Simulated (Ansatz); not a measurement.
Something may be wrong with this Ansatz 0.2.0 calculation of BN.

Contents of run.py:

```python
import json

import ase.io
import numpy as np

import ansatz as az

atoms = ase.io.read("POSCAR", format="vasp")
atoms.set_initial_magnetic_moments([2.0, 0.0, 0.0, 0.0])

calculation = (
    az.Crystal.from_ase(atoms)
    .calculation()
    .kpoints(12, 12, 6)
    .functional(exchange="pbe", correlation="none")
    .pseudopotentials(kind="paw")
    .scf(max_iterations=60, extra_bands=10)
    .occupations(method="fixed")
    .density_of_states(energy_step=0.05, projected=False, nscf_kmesh=(18, 18, 9))
    .forces()
    .stress()
    .band_table(publish=True)
)
outcome = calculation.run(threads=2, events_out="events.jsonl")

report = outcome.report
for line in open("events.jsonl"):
    event = json.loads(line)
    if event["event"] == "scf_iter":
        d = event["data"]
        print(f"SCF {d['iter']:3d}  HF = {d['harris_foulkes_ev']:.6f} eV  dr2 = {d['dr2_ev']:.2e} eV")
    elif event["event"] in ("relax_step", "md_step"):
        d = event["data"]
        print(f"{event['event']} {d['step']:3d}  E = {d['lagrangian_ev']:.6f} eV")
np.set_printoptions(precision=5, suppress=True, linewidth=110)
print("converged:", report["converged"], "after", report["n_iterations"], "iterations")
print(f"free energy {report['free_energy_ev']:.6f} eV, Fermi level {report['fermi_energy_ev']:.4f} eV")
for key in ("band_edges_ev", "magnetization_mub", "site_moments_mub", "site_moments_nc_mub", "forces_ev_ang",
                "stress_gpa"):
    if report.get(key) is not None:
        print(key, np.array(report[key]), sep="\n")
```

File POSCAR:

```
BN
1.0
    2.5539396017      0.0000000000      0.0000000000
   -1.2769698009      2.2117765748      0.0000000000
    0.0000000000      0.0000000000      4.2268550000
N B
2 2
Direct
    0.3333333333      0.6666666667      0.1252760000
    0.6666666667      0.3333333333      0.6252760000
    0.3333333333      0.6666666667      0.4997240000
    0.6666666667      0.3333333333      0.9997240000
```

Potentials or basis: Ansatz PAW.

Run with:

```console
$ python run.py
```

Output:

```text
Traceback (most recent call last):
  File "run.py", line 24, in <module>
  [frames inside libraries left out]
ansatz.RefusalError: inconsistent input (magnetization.spin_polarized): false but per-atom `spin:`, `per_species`, `initial_magnetization`, `magnetic_field`, or `spin_locking` is set
```

Question: What happened, and what is wrong with the input?

Answer: The program refused the input. The input holds a flaw that was put in on purpose: a moment without spin polarisation (magnetization = left out; crystal.atoms[0].spin = 2).
